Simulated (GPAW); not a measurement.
The system is TaN.

```
Ta N
1.0
     2.93800    0.00000    0.00000
    -1.46900    2.54438    0.00000
     0.00000    0.00000    2.88300
Ta N
1 1
Direct
  0.00000 0.00000 0.50000
  0.66667 0.33333 0.00000
```

| Item | Value |
| --- | --- |
| Program | GPAW 26.7.0 |
| Task | relaxation of cell and atoms |
| Functional | PBEsol |
| Dispersion | D3 |
| Potentials or basis | PAW data sets generated in the run's folder for this functional |
| Cutoff | 800 eV |
| Basis | pw |
| k mesh | 9 × 9 × 8 |
| Occupations | fermi-dirac, width 0.05 eV |
| Spin | no spin polarisation |

At the start: pressure -9.0 GPa; volume 10.78 Å³/atom.

Problem. How do energy, volume and symmetry change on relaxing?

Solution. Over 5 steps the energy falls by 7.1 meV/atom and the volume is 10.50 Å³/atom (-2.6 %); space group P-6m2 (No. 187, to 0.05 Å).

Step by step:
```
step  energy change (eV)  largest force (eV/Å)  pressure (GPa)  volume (Å³)
   1              0.0000                0.0000           -9.02        21.55
   2             -0.0110                0.0000           -4.58        21.27
   3             -0.0141                0.0000            0.20        20.99
   4             -0.0142                0.0000            0.07        21.00
   5             -0.0142                0.0000           -0.01        21.00
```

Final structure:
```
Ta N
1.0
     2.90856    0.00000    0.00000
    -1.45428    2.51889    0.00000
     0.00000    0.00000    2.86655
Ta N
1 1
Cartesian
  0.0000 0.0000 1.4333
  1.4543 0.8396 0.0000
```

Caveat: later steps reuse the first step's grids; pairwise dispersion overbinds metals, which lowers pressure and volume.
